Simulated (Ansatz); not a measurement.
**Random rock-salt alloy of NbC and ZrC: a scan of the volume by script**

Aim: the energy and the gap along the volume, with no relaxation at each point.

Calculated with Ansatz 0.2.0; Kohn-Sham DFT, PBE, PAW set soft_1, plane waves.

## Step 1: The starting structure

The cell holds 64 atoms: 24 Zr, 32 C and 8 Nb. Its edges and angles: a = 9.282 Å, b = 9.282 Å, c = 9.282 Å, α = 90.0°, β = 90.0°, γ = 90.0°. Rock-salt NbC, 2 x 2 x 2 conventional cells, 24 of 32 Nb sites given to Zr at random (x = 0.750), lattice by Vegard's rule (a = 4.641 A); displaced by a Gaussian of 0.02 A.

## Step 2: The script

The script builds the cell with ASE, from fixed seeds where it draws at random, so the run can be repeated from this text alone. The 2×2×2 mesh is chosen so that along the periodic directions points times cell width come to 18.5 Å or more. A smearing of 0.05 eV is typed, narrow for a metal. The PAW files are read from a folder beside the script (Ansatz's set soft_1), and the density starts from superposed atoms. The atoms are relaxed first, so that the scan starts at or near a minimum at this cell. No cutoff is typed, so the potentials' recommended one is used (420 eV). The cell is scaled with the atoms at fixed fractional positions, and a Birch–Murnaghan curve is fitted.

curve.py

```python
import time
import numpy as np
from ase.build import bulk
from ase.eos import EquationOfState
from ase.units import GPa
import ansatz as az

u = bulk('NbC', 'rocksalt', a=4.641, cubic=True)
atoms = u.repeat([2, 2, 2])
rng = np.random.default_rng(163)
sites = rng.permutation([a.index for a in atoms if a.symbol == 'Nb'])
new = ['Zr'] * 24
for k, e in zip(sites, new): atoms[k].symbol = e
atoms.rattle(0.02, seed=163)
atoms.wrap()
print(f"{len(atoms)} atoms ({atoms.get_chemical_formula()}), volume {atoms.get_volume():.1f} A^3")

def setup(atoms):
    return (
        az.Crystal.from_ase(atoms)
        .calculation()
        .functional("pbe")
        .pseudopotentials("paw", azcp={"folder": "./paw"}, xc_functional="pbe")
        .kpoints(2, 2, 2)
        .occupations("gaussian", width=0.05)
    )

def gap_of(report):
    e = np.concatenate(report["eigenvalues_ev"]); f = np.concatenate(report["occupations"])
    f = f / f.max()  # a half-filled level counts on both sides, so the gap is then zero
    return e[f > 0.3].max(), e[f < 0.7].min()

def relaxed(atoms):
    steps = []
    calc = setup(atoms).relax(force_tolerance=0.03, max_steps=50).forces()
    keep = lambda event: steps.append(event["data"]) if event["event"] == "relax_step" and event["data"].get("accepted", True) else None
    try:
        az.Session.from_yaml(calc.to_yaml()).plan(threads=4).execute(on_event=keep)
    except az.NonConvergedError as error:
        print("relaxation stopped at the step limit:", str(error).split(". ")[0])
    final = atoms.copy()
    final.set_cell(steps[-1].get("cell_ang", atoms.cell))
    final.positions = steps[-1]["positions_ang"]
    print(f"{len(steps)} steps, energy change {steps[-1]['lagrangian_ev'] - steps[0]['lagrangian_ev']:+.3f} eV, largest force component {steps[-1]['allowed_force_max_ev_ang']:.3f} eV/A", flush=True)
    return final

start = time.time()
start_cell = relaxed(atoms)
start_cell.set_constraint()
print(f"relaxed first, in {time.time() - start:.0f} s")

rows = []
for x in [0.94, 0.96, 0.98, 1, 1.02, 1.04, 1.06]:
    a = start_cell.copy()
    a.set_cell(a.cell[:] * x ** (1 / 3), scale_atoms=True)
    try:
        r = setup(a).forces().stress().band_table().run(threads=4).report
    except az.AnsatzError as error:
        print(x, 'failed:', str(error)[:110])
        continue
    print(x, f"F = {r['free_energy_ev']:.4f} eV after {r['n_iterations']} iterations", flush=True)
    homo, lumo = gap_of(r)
    rows.append((x, r['free_energy_ev'], np.sqrt(np.mean(np.square(r['forces_ev_ang']))), max(lumo - homo, 0), np.trace(r['stress_gpa']) / 3))
low = min(e for _, e, *_ in rows)
print("      V/V0  E - Emin (meV/atom)  rms force (eV/A)  gap (eV)  P (GPa)")
for x, e, f, gap, p in rows:
    print(f"{x:10.3f} {1000 * (e - low) / len(atoms):20.2f} {f:17.3f} {gap:9.3f} {p:8.2f}")
eos = EquationOfState([x * atoms.get_volume() for x, *_ in rows], [e for _, e, *_ in rows], "birchmurnaghan")
v0, e0, b0 = eos.fit()
print(f"fit with the ions carried along unrelaxed: V0 = {v0 / len(atoms):.3f} A^3/atom ({v0 / atoms.get_volume():.3f} of the start), B0 = {b0 / GPa:.1f} GPa")
```

Launch:

```
python curve.py
```

Output:

```text
64 atoms (C32Nb8Zr24), volume 799.7 A^3
DeckWarning: basis.ecutwfc = 420 eV, auto-derived from the records' recommended cutoffs: set by Zr (normal level)
6 steps, energy change -1.202 eV, largest force component 0.013 eV/A
relaxed first, in 261 s
0.94 F = -144908.5587 eV after 12 iterations
0.96 F = -144910.1155 eV after 12 iterations
0.98 F = -144911.0679 eV after 12 iterations
1 F = -144911.4757 eV after 12 iterations
1.02 F = -144911.3917 eV after 12 iterations
1.04 F = -144910.8623 eV after 13 iterations
1.06 F = -144909.9301 eV after 12 iterations
      V/V0  E - Emin (meV/atom)  rms force (eV/A)  gap (eV)  P (GPa)
     0.940                45.58             0.059     0.000    18.83
     0.960                21.25             0.038     0.000    12.47
     0.980                 6.37             0.019     0.000     6.73
     1.000                 0.00             0.004     0.000     1.54
     1.020                 1.31             0.017     0.000    -3.15
     1.040                 9.58             0.032     0.000    -7.39
     1.060                24.15             0.046     0.000   -11.21
fit with the ions carried along unrelaxed: V0 = 12.574 A^3/atom (1.006 of the start), B0 = 240.1 GPa
```

Elapsed: 11 min, on 4 threads of Arm Neoverse V2, shared host; peak memory 5.7 GiB.

## Step 3: Summary of results

- lowest point of the scan: 1 times the starting volume
- energy range: 45.6 meV/atom
- fitted volume: 12.574 Å³/atom
- fitted bulk modulus, ions unrelaxed: 240.1 GPa

In words: The lowest of the points computed is at 1 times the starting volume; the scan spans 45.6 meV/atom. With the ions carried along unrelaxed the modulus tends to lie above the relaxed one. Bands overlap or touch in every run, so the cell is a metal at this level and any non-zero gap printed is a spacing between sampled levels. A metal needs a dense mesh, and this one wasn't tested.

[Logs are printed without paths, hosts, clocks, repeated set-up lines and the standing remarks that a program may print on its own settings, such as how far it seeks lower states.]

[Hosts, paths, dates, database ids (printed as entryN), source tags and the programs' standing remarks are cut or masked in the printed files.]

[Scripts of this kind were picked in part by their result: those with far moves, changed bonds, near-zero gaps or large misses at database cells are mostly left out.]
